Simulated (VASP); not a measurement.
A run of VASP 6.6.1 is set up as follows.

The input INCAR:

```
ALGO = Fast ; EDIFF = 1E-6
EDIFFG = -0.04 ; ENCUT = 600
GGA = PE ; IBRION = 2
ISIF = 3 ; ISMEAR = 0
LASPH = T ; LCHARG = F
LREAL = F ; LWAVE = F
NELM = 100 ; NSW = 90
PREC = Accurate ; SIGMA = 0.1
```

Contents of KPOINTS:

```
k-points
0
Gamma
  6 6 6
```

File POSCAR:

```
ZnCu
1.0
    2.9205539200      0.0000000000      0.0000000000
    0.0000000000      2.9205539200      0.0000000000
    0.0000000000      0.0000000000      2.9205539200
Zn Cu
1 1
Direct
    0.5000000000      0.5000000000      0.5000000000
    0.0000000000      0.0000000000      0.0000000000
```

Potentials or basis: VASP PAW PBE potentials, release 64 (Zn, Cu).

Command:

```bash
$ cat potpaw_PBE.64/Zn/POTCAR potpaw_PBE.64/Cu/POTCAR > POTCAR
$ mpirun -np 1 vasp_std > vasp.out
```

(1) Estimate the band gap on the k mesh.

(2) Predict the space group after relaxing (to 0.05 Å).

Results:

(1) none (metal or under the smearing width).

(2) Pm-3m (No. 221).
